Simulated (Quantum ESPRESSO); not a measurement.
## ZrB2 in Quantum ESPRESSO: the effect of strain

ZrB2:

```
Zr B
1.0
     3.04320    0.00000    0.00000
    -1.52160    2.74530    0.00000
     0.00000    0.00000    3.53300
Zr B
1 2
Cartesian
  0.0000 0.0000 0.0000
  1.5216 0.9151 1.7665
  0.0000 1.8302 1.7665
```

Alike in all runs:

```yaml
Program: Quantum ESPRESSO 7.5
Task: relaxation of the atoms
Functional: PBEsol
Potentials_or_basis: GBRV 1.5 PBEsol
Cutoff: 612 eV
Density_cutoff: 4898 eV
k_mesh: 10 × 10 × 8
Occupations: fermi-dirac, width 0.05 eV
Spin: no spin polarisation
Kind_of_strain: uniaxial_x
Mixing_beta: 0.5
Most_SCF_iterations: 120
SCF_threshold: 6e-10 Ry
Most_ionic_steps: 40
Forc_conv_thr: 0.0004 Ry/bohr
Etot_conv_thr: 1e-05 Ry
```

Each run relaxes the cell or the atoms first.

| strain | pressure (GPa) |
| --- | --- |
| -0.04 | 6.9 |
| -0.02 | 1.1 |
| -0.01 | -1.5 |
| 0 | -4.0 |
| 0.01 | -6.4 |
| 0.02 | ? |
| 0.04 | -12.5 |

Question: What does the run with strain 0.02 give?

Answer: Pressure -8.6 GPa.

Worked out: A parabola through the other rows of the pressure, of slope -212 GPa per unit of strain there, gives -8.6 GPa, against the run's -8.6.

Caveats: the relaxation stopped at its first step, so nothing moved (some runs).
